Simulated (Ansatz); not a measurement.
Calculated field gradients at the nuclei for Ge₃N₄

The cell is a structure deposited in the COD, whose atoms a relaxation with PBE at fixed cell left in place.

```cif
data_Ge3N4
_symmetry_space_group_name_H-M 'Fd-3m:1'
_symmetry_Int_Tables_number 227
_cell_length_a 8.3091
_cell_length_b 8.3091
_cell_length_c 8.3091
_cell_angle_alpha 90.000
_cell_angle_beta 90.000
_cell_angle_gamma 90.000
loop_
_atom_site_label
_atom_site_type_symbol
_atom_site_symmetry_multiplicity
_atom_site_Wyckoff_symbol
_atom_site_fract_x
_atom_site_fract_y
_atom_site_fract_z
Ge1 Ge 16 d 0.1250 0.1250 0.6250
Ge5 Ge 8 a 0.5000 0.5000 0.0000
N N 32 e 0.8832 0.8832 0.3832
```

One atom of each set is listed; the run and its k-mesh use a cell of 14 atoms with edges of 5.88, 5.88, 5.88 Å.

All values are calculated (Ansatz; DFT, PBE, plane waves and PAW, scalar-relativistic, 420 eV cutoff, Γ-centred 6×6×6 k-points, Fermi–Dirac smearing 0.02 eV), not measured.

Conventions: |V_zz| ≥ |V_yy| ≥ |V_xx|, η = (V_xx − V_yy)/V_zz, C_Q = eQV_zz/h. ν_Q = 3|C_Q|/[2I(2I − 1)].

⁷³Ge: I = 9/2, Q = -196.0 mb; ¹⁴N: I = 1, Q = 20.44 mb. Q values from Pyykkö, Mol. Phys. 116, 1328 (2018).

```
site  atoms          first shell  C_Q (MHz)     η  ν_Q (MHz)
 Ge1      4        6 N at 2.01 Å       1.11  0.00      0.046
 Ge5      2        4 N at 1.92 Å          0     –          0
   N      8  4 Ge at 1.92–2.01 Å       2.09  0.00       3.13
```

An axis of threefold or higher order runs through Ge1 and N, so V_zz lies along it and η is zero. Ge5 sits on a cubic site, where every gradient vanishes.

The relaxation (2 steps) took 27 s of wall time (27 s of CPU time) and 0.5 GiB at its peak, on 1 thread of Arm Neoverse V1 (aarch64; 8 cores open to the job, memory cap 2.5 GiB, no GPU), a shared host with a load of 0.4 a core.
